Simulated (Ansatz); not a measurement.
**Au: a single-point run**

Wanted: a converged single-point run for Au, and a check of what comes out.

The COD cell was measured well above room temperature, so it is larger than a cold one.

Program: Ansatz 0.2.0. Level of theory: DFT, LDA, PAW with Ansatz's default frozen-core files, scalar-relativistic (as first typed). These are calculated values, not measurements.

## 1. The system as given

Symmetry: Fm-3m, No. 225, cubic system. Conventional cell: a = 4.091 Å, b = 4.091 Å, c = 4.091 Å, α = 90.00°, β = 90.00°, γ = 90.00°. Au (site symmetry m-3m) has 12 Au at 2.89 Å as nearest neighbours.

As a file:

```
CELL_PARAMETERS angstrom
0.00000 2.04550 2.04550
2.04550 0.00000 2.04550
2.04550 2.04550 0.00000
ATOMIC_POSITIONS crystal
Au 0.00000 0.00000 0.00000
```

## 2. Running it

Contents of input.yaml:

```yaml
crystal:
  lattice:
    - [0.0, 2.0455, 2.0455]
    - [2.0455, 0.0, 2.0455]
    - [2.0455, 2.0455, 0.0]
  atoms:
    - { symbol: Au, position: [0.0, 0.0, 0.0] }
kpoints:
  mp_grid: { grid: [14, 14, 14] }
  band_path:
    path:
      - [0.0, 0.0, 0.0]
      - [0.5, 0.0, 0.5]
      - [0.625, 0.25, 0.625]
      - [0.375, 0.375, 0.75]
      - [0.0, 0.0, 0.0]
      - [0.5, 0.5, 0.5]
      - [0.5, 0.25, 0.75]
      - [0.5, 0.0, 0.5]
    npoints: 5
scf:
  occupations: { method: fermi_dirac, width: 0.08 }
  mixing: { algorithm: anderson, beta: 0.005, ndim: 1 }
  max_iter: 100
hamiltonian:
  xc: lda
  pseudopotentials: { kind: paw }
output:
  forces: true
  stress: true
  eigenvalues: true
  efg: { contact_densities: true }
```

Run with:

```console
$ ansatz run input.yaml --threads 1 --pin off --max-ram 2048MiB --backend cpu --events-out ev --progress --plain --runs-dir out
```

What happens when this is run?

This run ends as converged, with warnings (gradients without spin orbit). That alone doesn't make the input a sound one.

The suspect setting: scf.mixing.algorithm is anderson; scf.mixing.beta is 0.005; scf.mixing.ndim is 1. What could go wrong: mixing too weak. The residual crept for many cycles and then fell at once, which so weak a step can't do by itself: the program changed its mixing. Several mixing settings were changed at once, so this run can't tell how much each is to blame.

The test: delete scf.mixing.algorithm, scf.mixing.beta and scf.mixing.ndim (the default then holds).
